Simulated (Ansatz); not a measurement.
The system is BAs.

```
As B
1.0
     0.00000    2.38850    2.38850
     2.38850    0.00000    2.38850
     2.38850    2.38850    0.00000
As B
1 1
Direct
  0.75000 0.75000 0.75000
  0.00000 0.00000 0.00000
```

- Program: Ansatz 0.2.0
- Task: relaxation of cell and atoms
- Functional: RPBE
- Dispersion: D3(BJ)
- Potentials or basis: Ansatz PAW
- Cutoff: 420 eV (not typed: the program's choice for these potentials)
- k mesh: 10 × 10 × 10
- Occupations: fermi-dirac, width 0.05 eV
- Spin: no spin polarisation

At the start: volume 13.63 Å³/atom.

Q: How do energy, volume and symmetry change on relaxing?

A: It ends after 8 steps and the volume is 12.31 Å³/atom (-9.7 %); space group F-43m (No. 216, to 0.05 Å).

Step by step:
| step | energy change (eV) | largest force (eV/Å) | volume (Å³) |
| --- | --- | --- | --- |
| 1 | 0.0000 | 0.0000 | 27.25 |
| 2 | -0.1084 | 0.0000 | 25.40 |
| 3 | -0.1204 | 0.0000 | 24.48 |
| 4 | -0.1207 | 0.0000 | 24.63 |
| 5 | -0.1207 | 0.0000 | 24.62 |
| 6 | -0.1196 | 0.0000 | 24.62 |
| 7 | -0.1196 | 0.0000 | 24.61 |
| 8 | -0.1196 | 0.0000 | 24.61 |

Final structure:
```cif
data_structure
_symmetry_space_group_name_H-M 'P 1'
_symmetry_Int_Tables_number 1
_cell_length_a 3.2651
_cell_length_b 3.2651
_cell_length_c 3.2651
_cell_angle_alpha 60.000
_cell_angle_beta 60.000
_cell_angle_gamma 60.000
_cell_volume 24.61
loop_
_atom_site_label
_atom_site_type_symbol
_atom_site_fract_x
_atom_site_fract_y
_atom_site_fract_z
_atom_site_occupancy
As1 As 0.75000 0.75000 0.75000 1
B1 B 0.00000 0.00000 0.00000 1
```

Caveat: the plane-wave basis is chosen anew once the cell has moved, so the energies of steps on either side of that aren't comparable; the PAW data sets come from PBE, with cores solved anew for the run's functional, which leaves a small shift of forces and pressure.
